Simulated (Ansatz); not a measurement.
## FeO under changes of volume

One of the cells (10.695 Å³/atom); the others are scaled copies at fixed shape and fractional positions:

```
CELL_PARAMETERS angstrom
-1.60210 1.60210 2.08339
1.60210 -1.60210 2.08339
1.60210 1.60210 -2.08339
ATOMIC_POSITIONS crystal
Fe 0.00000 0.00000 0.00000
O 0.50000 0.50000 0.00000
```

The cell comes from a database or a generator and needn't be the stable form of this composition.

```yaml
Program: Ansatz 0.2.0
Functional: LDA
Potentials_or_basis: Ansatz PAW
Cutoff: "420 eV (not typed: the program's choice for these potentials)"
k_mesh: 12 × 12 × 12
Occupations: fermi-dirac, width 0.05 eV
Spin: collinear spin, ferromagnetic start
Starting_moments: "[3.0, 0.0] μB"
```

| volume (Å³/atom) | energy over the lowest point (meV/atom) | pressure (GPa) | moment (μB per cell) |
| --- | --- | --- | --- |
| 10.053 | 0.00 | -14.4 | 3.97 |
| 10.267 | 21.16 | -17.3 | 3.99 |
| 10.481 | 46.14 | -20.0 | 4.00 |
| 10.695 | 74.59 | -22.5 | 4.00 |
| 10.909 | ? | ? | ? |
| 11.123 | 140.49 | -26.6 | 4.00 |
| 11.337 | 177.24 | -28.2 | 4.00 |

Task: What does the run at 10.909 Å³/atom give?

Result: Energy over the lowest point 106.17 meV/atom; pressure -24.6 GPa; moment 4.00 μB per cell.

Worked out: A Birch-Murnaghan fit of order 3 (a polynomial in V^(-2/3)) to the other rows has no minimum within the range. It gives 106.16 meV/atom at 10.909 Å³/atom, against the run's 106.17, and -dE/dV = -24.7 GPa, against -24.6. A parabola through the other rows of the moment, of slope 0.000834 μB per Å³/atom there, gives 4.01 μB, against the run's 4.00.

Energies are extrapolated to zero smearing.

Caveats: a cell with one magnetic atom can't hold antiferromagnetic order, which such compounds often take; the PAW data sets come from PBE, with cores solved anew for the run's functional, which leaves a small shift of forces and pressure.
